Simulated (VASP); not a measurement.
# S (P6/mmm) in VASP: a series of runs, part 2 of 2

VASP 6.6.1.

## 4. Single point, PBE

This run uses another cell than the first one: it holds 8 atoms, not 3.

The COD entry that gives the cell may itself be a prediction, so a difference from it is no test against experiment.

The input, INCAR:

```
PREC = Accurate ; ENCUT = 520
EDIFF = 1E-6 ; ISMEAR = 0
SIGMA = 0.1 ; LREAL = F
LASPH = T ; NELM = 100
ALGO = Fast ; ISIF = 2
LWAVE = F ; LCHARG = F
GGA = PE ; NBANDS = 34
```

The input, KPOINTS:

```
regular mesh
0
Gamma
  6 6 2
```

The input, POSCAR:

```
S
1.0
    4.1227917046      0.0000000000      0.0000000000
   -2.0613958522      3.5704423507      0.0000000000
    0.0000000000      0.0000000000     13.4649153968
S
8
Direct
    0.0000000000      0.0000000000      0.0937500000
    0.0000000000      0.0000000000      0.5937500000
    0.0000000000      0.0000000000      0.4062500000
    0.0000000000      0.0000000000      0.9062500000
    0.3333333333      0.6666666667      0.1562500000
    0.6666666667      0.3333333333      0.6562500000
    0.3333333333      0.6666666667      0.3437500000
    0.6666666667      0.3333333333      0.8437500000
```

Potentials or basis: VASP PAW PBE potentials, release 64 (S).

Command:

```bash
$ cat potpaw_PBE.64/S/POTCAR > POTCAR
$ mpirun -np 1 vasp_std > vasp.out
```

OUTCAR:

```text
PREC = Accurate
   ENCUT = 520
   EDIFF = 1E-6
   ISMEAR = 0
   LREAL = F
   LASPH = T
   NELM = 100
   ISIF = 2
   GGA = PE

 ion  position               nearest neighbor table
   1  0.000  0.000  0.094-   4 2.52   5 2.52   5 2.52   5 2.52
   2  0.000  0.000  0.594-   3 2.52   6 2.52   6 2.52   6 2.52
   3  0.000  0.000  0.406-   2 2.52   7 2.52   7 2.52   7 2.52
   4  0.000  0.000  0.906-   1 2.52   8 2.52   8 2.52   8 2.52
   5  0.333  0.667  0.156-   7 2.52   1 2.52   1 2.52   1 2.52
   6  0.667  0.333  0.656-   8 2.52   2 2.52   2 2.52   2 2.52
   7  0.333  0.667  0.344-   5 2.52   3 2.52   3 2.52   3 2.52
   8  0.667  0.333  0.844-   6 2.52   4 2.52   4 2.52   4 2.52

  LATTYP: Found a hexagonal cell.
 ALAT       =     4.1227917046
 C/A-ratio  =     3.2659703331

  Lattice vectors:

 A1 = (   4.1227917046,   0.0000000000,   0.0000000000)
 A2 = (  -2.0613958522,   3.5704423507,   0.0000000000)
 A3 = (   0.0000000000,   0.0000000000,  13.4649153968)

Analysis of symmetry for initial positions (statically):
[... 185 lines left out ...]

 k-point     1 :       0.0000    0.0000    0.0000
  band No.  band energies     occupation
      1     -12.3518      2.00000
      2     -11.8842      2.00000
      3     -11.8784      2.00000
      4     -11.1497      2.00000
      5      -8.5085      2.00000
      6      -7.2138      2.00000
[... 507 lines left out ...]
     33       8.8492      0.00000
     34       8.8523      0.00000

------------------------ aborting loop because EDIFF is reached ----------------------------------------

  FORCE on cell =-STRESS in cart. coord.  units (eV):
  Direction    XX          YY          ZZ          XY          YZ          ZX
  --------------------------------------------------------------------------------------
  -------------------------------------------------------------------------------------
  Total       -1.5810162     -1.5810162      0.1397357     -0.0000000     -0.0000000      0.0000000
  in kB      -12.7799710    -12.7799710      1.1295380     -0.0000000     -0.0000000      0.0000000
  external PRESSURE =      -8.1434680 kB  Pullay stress =       0.0000000 kB

 VOLUME and BASIS-vectors are now :
 -----------------------------------------------------------------------------
  energy-cutoff  :      520.00
  volume of cell :      198.21
      direct lattice vectors                 reciprocal lattice vectors
     4.122791705  0.000000000  0.000000000     0.242554092  0.140038671  0.000000000
    -2.061395852  3.570442351  0.000000000     0.000000000  0.280077341  0.000000000
     0.000000000  0.000000000 13.464915397     0.000000000  0.000000000  0.074267084

 POSITION                                       TOTAL-FORCE (eV/Angst)
 -----------------------------------------------------------------------------------
      0.00000      0.00000      1.26234        -0.000000      0.000000      0.027625
      0.00000      0.00000      7.99479        -0.000000     -0.000000      0.027625
      0.00000      0.00000      5.47012        -0.000000      0.000000     -0.027625
      0.00000      0.00000     12.20258         0.000000     -0.000000     -0.027625
     -0.00000      2.38029      2.10389        -0.000000     -0.000000     -0.692010
      2.06140      1.19015      8.83635         0.000000      0.000000     -0.692010
     -0.00000      2.38029      4.62856        -0.000000     -0.000000      0.692010
      2.06140      1.19015     11.36102         0.000000      0.000000      0.692010
 -----------------------------------------------------------------------------------
    total drift:                                0.000000     -0.000000      0.000000

  FREE ENERGIE OF THE ION-ELECTRON SYSTEM (eV)
  ---------------------------------------------------
  free  energy   TOTEN  =       -24.6389053226 eV

  energy  without entropy=      -24.5692198642  energy(sigma->0) =      -24.60406259
```

OSZICAR:

```text
N       E                     dE             d eps       ncg     rms          rms(c)
DAV:   1     0.261546821404E+03    0.26155E+03   -0.20123E+04   952   0.120E+03
DAV:   2    -0.182665319754E+01   -0.26337E+03   -0.25086E+03  1318   0.206E+02
DAV:   3    -0.241619970635E+02   -0.22335E+02   -0.21578E+02  1136   0.643E+01
DAV:   4    -0.246491337087E+02   -0.48714E+00   -0.48377E+00  1048   0.112E+01
DAV:   5    -0.246644011492E+02   -0.15267E-01   -0.15255E-01  1180   0.187E+00    0.271E+01
RMM:   6    -0.246467585162E+02    0.17643E-01   -0.33527E-02   985   0.770E-01    0.162E+01
RMM:   7    -0.246608934037E+02   -0.14135E-01   -0.70862E-02  1007   0.101E+00    0.796E-01
RMM:   8    -0.246385149916E+02    0.22378E-01   -0.21869E-02  1004   0.596E-01    0.177E-01
RMM:   9    -0.246387373259E+02   -0.22233E-03   -0.38442E-03  1079   0.272E-01    0.127E-01
RMM:  10    -0.246388735301E+02   -0.13620E-03   -0.12665E-03  1125   0.139E-01    0.599E-02
RMM:  11    -0.246388891962E+02   -0.15666E-04   -0.16473E-04  1075   0.669E-02    0.600E-02
RMM:  12    -0.246389032994E+02   -0.14103E-04   -0.54525E-05  1067   0.365E-02    0.150E-02
RMM:  13    -0.246389049654E+02   -0.16660E-05   -0.16150E-05  1060   0.188E-02    0.175E-02
RMM:  14    -0.246389053226E+02   -0.35719E-06   -0.31166E-06   710   0.867E-03
   1 F= -.24638905E+02 E0= -.24604063E+02  d E =-.696855E-01
```

stdout:

```text
POSCAR found type information on POSCAR S
 POSCAR found :  1 types and       8 ions
 scaLAPACK will be used
 LDA part: xc-table for (Slater+PW92), standard interpolation
 POSCAR, INCAR and KPOINTS ok, starting setup
 FFT: planning ... GRIDC
 FFT: planning ... GRID_SOFT
 FFT: planning ... GRID
 WAVECAR not read
 entering main loop
```

Run time: 41 s. Hardware: 1 thread of Intel Xeon 6975P-C (Granite Rapids), shared host; peak memory 0.3 GiB.

What came out:

| Item | Value |
| --- | --- |
| Free energy | -24.6389 eV |
| Pressure | -0.8 GPa |
| Largest force | 0.692 eV/Å |
| Band gap on the k mesh | none (metal or under the smearing width) |

Forces on the atoms (eV/Å):
```
S    0.000  0.000  0.028
S    0.000  0.000  0.028
S    0.000  0.000 -0.028
S    0.000  0.000 -0.028
S    0.000  0.000 -0.692
S    0.000  0.000 -0.692
S    0.000  0.000  0.692
S    0.000  0.000  0.692
```

Stress tensor (GPa, compression positive):
```
-1.28  0.00  0.00
 0.00 -1.28  0.00
 0.00  0.00  0.11
```

Levels at points of the mesh, in eV from the Fermi level:
| k point | band 20 | band 21 | band 22 | band 23 | band 24 | band 25 | band 26 | band 27 | band 28 | band 29 |
| --- | --- | --- | --- | --- | --- | --- | --- | --- | --- | --- |
| (0.00, 0.00, 0.00) | -3.73 | -0.93 | -0.93 | -0.82 | -0.32 | -0.32 | -0.20 | -0.20 | 0.07 | 0.22 |
| (0.50, 0.00, 0.00) | -2.19 | -1.09 | -0.96 | -0.25 | 0.22 | 0.30 | 1.06 | 1.21 | 1.24 | 1.26 |
| (0.00, 0.00, 0.50) | -3.72 | -0.72 | -0.72 | -0.72 | -0.72 | -0.64 | -0.64 | 0.15 | 0.15 | 0.15 |
| (0.50, 0.00, 0.50) | -2.29 | -1.10 | -1.10 | -0.01 | -0.01 | 0.53 | 0.53 | 1.30 | 1.30 | 1.91 |

## 5. Summary

```csv
cell,k mesh,smearing,further INCAR settings,gap on the mesh (eV),pressure (GPa),largest force (eV/Å)
"P6/mmm, 37.76 Å³/atom",9 × 9 × 22,gaussian 0.1 eV,ALGO = Fast; EDIFF = 1e-07; NBANDS = 16,none,-0.2,-
"C2/m, 25.5 Å³/atom",12 × 12 × 8,gaussian 0.01 eV,ALGO = Fast; EDIFF = 1e-07; NBANDS = 13,none,-0.6,0.25
"P6_3/mmc, 24.78 Å³/atom",6 × 6 × 2,gaussian 0.1 eV,ALGO = Fast; EDIFF = 1e-06; NBANDS = 34,none,-0.8,0.69
```

Alike in all rows: task single point; level PBE; potentials or basis VASP PAW PBE potentials, release 64 (S); no spin polarisation; cutoff (eV) 520.

Every run on the cell as given and a fine mesh finds a metal.

Caveats: this functional lacks dispersion, which binds the layers, so the pressure and a relaxed spacing across them are unreliable (some runs).

Absolute energies hang on the potentials; compare differences alone.
